How hard must a crystal of GaAs be squeezed to reach a given volume, and can the answer be found with pencil and paper? For a very small change the crystal acts as a spring, and pressure is proportional to the change in volume. For a larger one the spring changes as it is loaded. A useful hand rule has to include that change, and one power law is enough for it.

Zincblende GaAs at fixed volumes, the r2SCAN cell scaled uniformly, computed with Ansatz 0.2.0 using PBE, plane waves and PAW, without spin polarisation or spin–orbit coupling. The plane-wave cutoff is 420 eV, the k mesh 8×8×8 and the Fermi–Dirac smearing width 0.02 eV. Pressure is positive in compression.

| volume (Å³/atom) | shortest distance (Å) | pressure (GPa) |
| --- | --- | --- |
| 20.118 | 2.355 | 14.630 |
| 20.536 | 2.372 | 12.210 |
| 20.818 | 2.382 | 10.710 |
| 20.979 | 2.389 | 9.890 |
| 21.076 | 2.392 | 9.410 |
| 21.402 | 2.404 | 7.900 |
| 22.739 | 2.454 | 2.770 |
| 23.428 | 2.478 | 0.710 |
| 24.131 | 2.503 | -1.020 |
| 24.388 | 2.511 | -1.560 |
| 25.190 | 2.539 | -3.150 |
| 25.579 | 2.552 | -3.820 |

## A spring that stiffens

Volume is counted per atom, and a negative pressure means that the crystal has to be held stretched. The cell keeps its cubic shape throughout, so the three stresses equal the pressure, and what follows applies to uniform squeezing or stretching only.

The natural measure of the spring is the stiffness B = −V dP/dV, the pressure gained per fractional loss of volume V. Between the two smallest volumes it is about 118 GPa, and between the two largest about 44 GPa. The same crystal is thus nearly three times as stiff at one end of the table as at the other.

The reason lies in how a crystal comes to rest at all. Bonding pulls the atoms together. Against this pull stands the cost of confining electrons: their kinetic energy rises in a smaller space, and the Pauli principle resists the overlap of valence electrons with the filled shells of neighbouring atoms. At zero pressure the pull and the push cancel, although each is large by itself.

The push is the steeper of the two. When the atoms approach, it outgrows the pull, and each further step inward costs more than the last. When they move apart, it fades first, and the crystal softens. The table shows the stiffening itself; its origin in these two forces is standard theory.

## Why one exponent serves

Let the attractive energy vary as 1/Vᵖ and the repulsive energy as 1/V^q, with q larger than p. Differentiating their sum shows that, near zero pressure, the stiffness rises by p + q + 2 for each unit of pressure. The strengths of the two forces have dropped out, and only their steepness remains.

A limiting case shows what size to expect. For a gas of electrons held by electrostatic attraction alone, the attraction goes as the inverse of the distance and the kinetic energy as its inverse square. Since volume is the cube of a distance, p is 1/3 and q is 2/3, which makes the sum 3. Repulsion from filled shells is steeper and raises it, and common solids lie mostly between 4 and 5.

This tells the reader what to carry over to a related crystal and what to replace. The volume at rest and the stiffness there belong to each material and have to be known. The rate of stiffening is much more alike from one solid to the next, and a typical value is a sensible first guess.

## The rule

Suppose that the stiffness grows in proportion to the pressure, B = B₀ + nP, where B₀ is its value at zero pressure and n the rate of stiffening. Integrating from the volume at rest, V₀, gives the Murnaghan equation:

P = (B₀/n) [(V₀/V)ⁿ − 1]

The rows at 23.428 and 24.131 Å³ enclose the point of zero pressure. A straight line between them puts V₀ near 23.7 Å³ and B₀ near 59 GPa, which is rounded to 60 GPa. For n the upper end of the usual range, 5, is taken because it makes the arithmetic easy:

**P ≈ 12 GPa × [(23.7 Å³/V)⁵ − 1]**

The fifth power needs no calculator: square the ratio, square the result, and multiply once more by the ratio. Neither of the two rows worked here was used to set V₀ or B₀.

For a compressed crystal, take V = 20.536 Å³:

- The ratio 23.7/20.536 is 1.154.
- Squared it is 1.332, and squared again 1.774.
- Multiplied by the ratio it becomes 2.047.
- The pressure is 12 × (2.047 − 1) = 12.6 GPa.

The calculation gives 12.21 GPa, so the estimate is 3% too high.

For a stretched crystal, take V = 24.388 Å³:

- The ratio is 0.9718, and its fifth power is 0.8667.
- The pressure is 12 × (0.8667 − 1) = −1.60 GPa.

The calculated value is −1.56 GPa, and the tension is again overestimated by about 3%. Near zero pressure the rule subtracts two nearly equal numbers, so the ratio should be carried to four digits there.

The rule can also be read in bond lengths, because the volume follows the cube of the shortest distance. Starting from rest, bonds shortened by 1% call for about 2.0 GPa. Bonds lengthened by 1% call for a tension of only 1.7 GPa. The difference between the two is the stiffening, already visible at a strain this small.

## How good it is

On every row the estimate lies within 5% of the calculated pressure. The largest miss is 0.6 GPa, at the strongest compression. A pressure simply proportional to the change in volume, with the same B₀, would give 9.1 GPa there instead of 14.63 GPa. The correction for stiffening is therefore a large part of the answer at that end of the table.

The misses under strong compression share one direction: the rule asks for too much pressure. With n = 4 and the same B₀ it asks for too little. A straight line fitted to the stiffness between all neighbouring rows, against the pressure midway, rises by about 4.5 per unit of pressure and so lies between the two choices. The analysis printed below shows both versions row by row; their average stays within 0.14 GPa of the table, an improvement recognised only after the comparison.

## Where it stops

The first limit is met before any arithmetic begins, in the choice of V₀. The row at 22.739 Å³ has the cell that another functional, r2SCAN, prefers, yet PBE finds it under 2.77 GPa because PBE favours a larger crystal. Someone who took that cell as the state of rest would predict no pressure at all. At the smallest volume, a V₀ only 1% too large raises the estimate by 1.4 GPa, more than twice the rule's own largest miss. The volume at rest must therefore come from the same method as the pressures to be estimated.

On the stretched side, the electrons change their state. In PBE the band gap shrinks from 0.47 eV at 22.739 Å³ to zero at 24.388 Å³. The lowest conduction level, empty in the compressed crystal, is already about half filled at 24.131 Å³, where the gap is within the reach of the smearing. At 24.388 Å³ it has sunk below the top valence levels and is almost full. PBE is known to make the gap of GaAs much too small, so closure at this modest stretch should not be expected of the real crystal. With the present mesh of k points, the filling shifts the pressure by something like a tenth of a GPa. Agreement closer than that has no meaning on the most stretched rows. The row at 24.131 Å³, which carries part of this shift, also helped to set B₀, so that value is uncertain by a few per cent.

For still larger volumes the rule fails in principle. It approaches a tension of 12 GPa and holds it however far apart the atoms are, whereas separated atoms exert no pull on each other. A real crystal must pass through a greatest tension, at which its stiffness vanishes, and beyond that point it gives way. At the largest volume of the table the crystal is softened but still firmly stiff, so the rule is safe there and should not be carried far beyond.

The opposite limit also sets a bound. Under extreme compression the kinetic energy of the electrons outweighs everything else, and pressure then varies as V to the power −5/3. The rate of stiffening must accordingly fall from its value near 4.5 towards 5/3. A rule with a fixed exponent of 5 will therefore demand too much pressure, and increasingly so, as it is pushed past the smallest volume.

A change of structure may come sooner. Real GaAs is known to give up the zincblende arrangement under strong compression, while the calculation keeps it at every volume. The most compressed rows may thus describe a crystal that would rather be something else. For them the rule still estimates the pressure of zincblende GaAs, but a press or an anvil might hold a different solid.

Printed output of the fit:

```
volume at zero pressure by straight line between the bracketing rows, Å³/atom: 23.72
stiffness -V dP/dV between the bracketing rows, GPa: 58.52
Hand rule in steps, pressures in GPa:
     row    V0/V  squared  fourth power  fifth power  rule n=5  rule less table  miss in percent  rule n=4  linear law
  20.118   1.178    1.388         1.926        2.269     15.23           0.5969             4.08     13.89       9.068
  20.536   1.154    1.332         1.774        2.047     12.57           0.3565             2.92     11.61        8.01
  20.818   1.138    1.296          1.68        1.912     10.95           0.2371            2.214      10.2       7.296
  20.979    1.13    1.276         1.629         1.84     10.08             0.19            1.921     9.431       6.889
  21.076   1.125    1.265         1.599        1.798     9.577           0.1666             1.77     8.985       6.643
  21.402   1.107    1.226         1.504        1.665     7.983          0.08256            1.045     7.556       5.818
  22.739   1.042    1.086          1.18         1.23     2.759         -0.01069           0.3858     2.701       2.433
  23.428   1.012    1.023         1.047        1.059     0.713         0.002966           0.4178    0.7088      0.6886
  24.131  0.9821   0.9646        0.9304       0.9138    -1.034         -0.01405            1.377    -1.043      -1.091
  24.388  0.9718   0.9444        0.8918       0.8667      -1.6         -0.03979            2.551    -1.622      -1.742
   25.19  0.9408   0.8852        0.7836       0.7372    -3.153        -0.003283           0.1042    -3.246      -3.772
  25.579  0.9265   0.8585         0.737       0.6828    -3.806          0.01417            0.371    -3.945      -4.757
largest miss of the rule with n=5, GPa: 0.5969
rms miss of the rule with n=5, GPa: 0.2259
largest miss of the rule with n=4, GPa: 0.7401
rms miss of the rule with n=4, GPa: 0.3783
largest miss of the mean of both rules, GPa: 0.1385
largest miss of the linear law, GPa: 5.562
largest stiffness between neighbouring rows, GPa: 117.7
smallest stiffness between neighbouring rows, GPa: 43.72
fit of stiff on 11 rows: constant 59.42 +/- 0.57, coefficient of pmid 4.486 +/- 0.075; rms 1.32, worst 24.388 2.66, leave-one-out rms 1.63
rule: pressure for bonds 1 percent shorter than at zero pressure, GPa: 1.953
rule: pressure for bonds 1 percent longer than at zero pressure, GPa: -1.664
rise of the estimate at the smallest volume if V0 is taken 1 percent too large, GPa: 1.389
rough pressure shift from filling the singlet at the zone centre, GPa: 0.09992
```
